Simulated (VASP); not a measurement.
# H, free atom by spin multiplicity: which settings are enough?

H, atom in box, 1 atom in the cell. LDA, fixed spin multiplicity; PAW potentials H (LDA set). VASP 6.6.1.

Wanted: energy of the lowest multiplicity within 0.01 eV.

POSCAR of the starting run:
```
H
1.0
   10.0000000000      0.0000000000      0.0000000000
    0.0000000000     10.3000000000      0.0000000000
    0.0000000000      0.0000000000     10.6000000000
H
1
Direct
    0.5000000000      0.5000000000      0.5000000000
```

The series start from Electronic algorithm: All; Smearing width (eV): 0.002; Cutoff (eV): 400; Vacuum (Å): 10. Each series keeps the choices made before it, and each single choice may use up half of a tolerance.

## Electronic algorithm

| Electronic algorithm | Energy of the lowest multiplicity (eV) | SCF iterations | Time (s) |
|---|---|---|---|
| All | -0.895 | 10 | 8.9 |
| Normal | -0.895 | 20 | 15 |
| Damped | -0.895 | 13 | 10 |
| Fast | -0.895 | 17 | 15 |

Chosen: All; no other choice that stays within half of the tolerance saves 30 % of the time.

## Smearing width (eV)

| Smearing width (eV) | Energy of the lowest multiplicity (eV) | SCF iterations | Time (s) |
|---|---|---|---|
| 0.1 | -0.895 | 10 | 7.8 |
| 0.05 | -0.895 | 10 | 7.3 |
| 0.01 | -0.895 | 10 | 8.8 |
| 0.002 (reference) | -0.895 | 10 | 8.9 |

Chosen: 0.1, the loosest value from which every tighter one stays within half of the tolerance.

## Cutoff (eV)

| Cutoff (eV) | Energy of the lowest multiplicity (eV) | SCF iterations | Time (s) |
|---|---|---|---|
| 300 | -0.892 | 10 | 4.8 |
| 350 | -0.894 | 10 | 7.2 |
| 400 | -0.895 | 10 | 7.8 |
| 450 | -0.896 | 10 | 10 |
| 520 | -0.897 | 10 | 12 |
| 700 (reference) | -0.897 | 10 | 20 |

Chosen: 350.

## Vacuum (Å)

| Vacuum (Å) | Energy of the lowest multiplicity (eV) | SCF iterations | Time (s) |
|---|---|---|---|
| 6 | -0.909 | 10 | 2.6 |
| 8 | -0.894 | 10 | 4.5 |
| 10 | -0.894 | 10 | 7.2 |
| 12 | -0.894 | 10 | 13 |
| 15 (reference) | -0.894 | 9 | 22 |

Chosen: 8.

## All choices together

| Input | Energy of the lowest multiplicity (eV) | Time (s) |
|---|---|---|
| symmetry, with default smearing, cutoff, precision and algorithm (naive) | -0.883 | 3.2 |
| chosen settings | -0.894 | 4.5 |
| reference settings throughout | -0.897 | 73 |

The tolerance is met.

## The input

INCAR:
```
SYSTEM = H
  ALGO = All
  EDIFF = 1E-5
  ENCUT = 350
  GGA = CA
  ISMEAR = 0
  ISPIN = 2
  ISYM = 0
  LASPH = .TRUE.
  LCHARG = .FALSE.
  LMAXMIX = 4
  LORBIT = 11
  LREAL = .FALSE.
  LWAVE = .FALSE.
  MAGMOM = 1
  NBANDS = 10
  NELM = 70
  NUPDOWN = 1
  PREC = Accurate
  SIGMA = 0.1
  VOSKOWN = 1
```

KPOINTS:
```
k-points
0
Gamma
  1 1 1
```

POSCAR:
```
H
1.0
    8.0000000000      0.0000000000      0.0000000000
    0.0000000000      8.3000000000      0.0000000000
    0.0000000000      0.0000000000      8.6000000000
H
1
Direct
    0.5000000000      0.5000000000      0.5000000000
```

Commands:
```
cat potpaw_LDA.64/H/POTCAR > POTCAR
mpirun -np 4 vasp_gam > vasp.out
```

The chosen input took VASP 6.6.1 4.5 s on 4 cores (Intel Xeon Platinum 8259CL @ 2.50GHz (Skylake/Cascade Lake)), a shared host.
